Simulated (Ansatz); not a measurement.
# Ta2Si: the cost of one run

Computed with Ansatz 0.2.0 (DFT PBE, scalar-relativistic, plane waves, PAW, unless a step's input says otherwise).

## 1. Starting point

The structure is hexagonal, space group P6/mmm (No. 191). The conventional cell has a = 5.723 Å, b = 5.723 Å, c = 3.508 Å, α = 90.00°, β = 90.00°, γ = 120.00°. Ta (site symmetry -6m2) has 5 Ta at 3.30 to 3.51 Å and 6 Si at 3.74 Å as nearest neighbours. Si (site symmetry 6/mmm) has 2 Si at 3.51 Å and 12 Ta at 3.74 Å as nearest neighbours.

Structure file:

```
Ta Si
1.0
     5.72296    0.00000    0.00000
    -2.86148    4.95623    0.00000
     0.00000    0.00000    3.50818
Ta Si
2 1
Direct
  0.33333 0.66667 0.50000
  0.66667 0.33333 0.50000
  0.00000 0.00000 0.00000
```

The cell is invented: ordered superstructure of omega (P6/mmm, No. 191). Its size is a rough estimate.

## 2. The guess as it stands, on a coarse mesh

input.yaml reads:

```yaml
crystal:
  lattice:
    - [5.72296289, 0.0, 0.0]
    - [-2.86148144, 4.95623125, 0.0]
    - [0.0, 0.0, 3.50817625]
  atoms:
    - { symbol: Ta, position: [0.33333333, 0.66666667, 0.5] }
    - { symbol: Ta, position: [0.66666667, 0.33333333, 0.5] }
    - { symbol: Si, position: [0.0, 0.0, 0.0] }
basis:
  ecutwfc: 420
kpoints:
  mp_grid: { grid: [6, 6, 6] }
hamiltonian:
  xc: pbe
scf:
  occupations: { method: gaussian, width: 0.1 }
  lower_state_search: "off"
output:
  forces: true
  stress: true
  eigenvalues: true
```

The run is started by

```sh
$ ansatz run input.yaml --threads 1 --pin off --max-ram 2048MiB --backend cpu --events-out ev --progress --plain --runs-dir out
```

**Question.** How long does this run take on 1 thread of Arm Neoverse V1, shared host, and how much memory does it need?

About 2.7 s, with a peak of 0.35 GiB.
